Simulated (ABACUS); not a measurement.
Crystal: BN.

```
CELL_PARAMETERS angstrom
0.00000 1.81300 1.81300
1.81300 0.00000 1.81300
1.81300 1.81300 0.00000
ATOMIC_POSITIONS crystal
N 0.25000 0.25000 0.25000
B 0.00000 0.00000 0.00000
```

The cell is a database's computed one.

Base run:

| Quantity | Value |
| --- | --- |
| Program | ABACUS 3.10.1 |
| Functional | RPBE |
| Potentials or basis | Ansatz NC PBE |
| Cutoff | 1252 eV |
| Density cutoff | 5007 eV |
| Basis | plane waves |
| k mesh | 10 × 10 × 10 |
| Occupations | fermi-dirac, width 0.05 eV |
| Spin | no spin polarisation |

Its results: band gap on the k mesh 4.55 eV, indirect (least direct gap 8.80 eV); pressure 1.9 GPa.

**Question.** The run is repeated on the same cell with these changes: functional from RPBE to HLE16. What comes out?

**Answer.** Band gap on the k mesh 5.62 eV, indirect (least direct gap 9.27 eV); pressure -82.2 GPa.

Caveats: the potentials were made for another functional, which shifts forces and pressure; the cell as given lies far from equilibrium (some runs); the potentials were made for a functional far from this one (some runs); so large a pressure means that the cell lies far from this level's equilibrium, or that cutoff or potentials fall short (some runs).

A k mesh can miss the band edges.
